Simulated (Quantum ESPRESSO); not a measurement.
**HgTe (Coloradoite) under changes of volume**

One of the cells (33.215 Å³/atom); the others are scaled copies at fixed shape and fractional positions:

```
Hg Te
1.0
     0.00000    3.21450    3.21450
     3.21450    0.00000    3.21450
     3.21450    3.21450    0.00000
Hg Te
1 1
Direct
  0.00000 0.00000 0.00000
  0.75000 0.75000 0.75000
```

| Item | Value |
| --- | --- |
| Program | Quantum ESPRESSO 7.5 |
| Functional | Q2D |
| Potentials or basis | PseudoDojo 0.4.1 SR PBE standard |
| Cutoff | 1088 eV |
| Density cutoff | 4354 eV |
| k mesh | 7 × 7 × 7 |
| Occupations | fermi-dirac, width 0.05 eV |
| Spin | no spin polarisation |

| volume (Å³/atom) | energy over the lowest point (meV/atom) | pressure (GPa) |
| --- | --- | --- |
| 31.223 | 21.62 | 3.6 |
| 31.887 | 9.31 | 2.3 |
| 32.551 | 2.31 | 1.1 |
| 33.215 | 0.00 | 0.0 |
| 33.880 | 1.86 | -0.9 |
| 34.544 | 7.42 | -1.8 |
| 35.208 | ? | ? |

What does the run at 35.208 Å³/atom give?

Energy over the lowest point 16.26 meV/atom; pressure -2.5 GPa.

Worked out: A Birch-Murnaghan fit of order 3 (a polynomial in V^(-2/3)) to the other rows has its minimum at 33.24 Å³/atom with B0 = V·E''(V) = 50 GPa and B' = 5.0. It gives 16.25 meV/atom at 35.208 Å³/atom, against the run's 16.26, and -dE/dV = -2.5 GPa, against -2.5.

Energies are extrapolated to zero smearing.

Caveats: the potentials were made for another functional, which shifts forces and pressure.
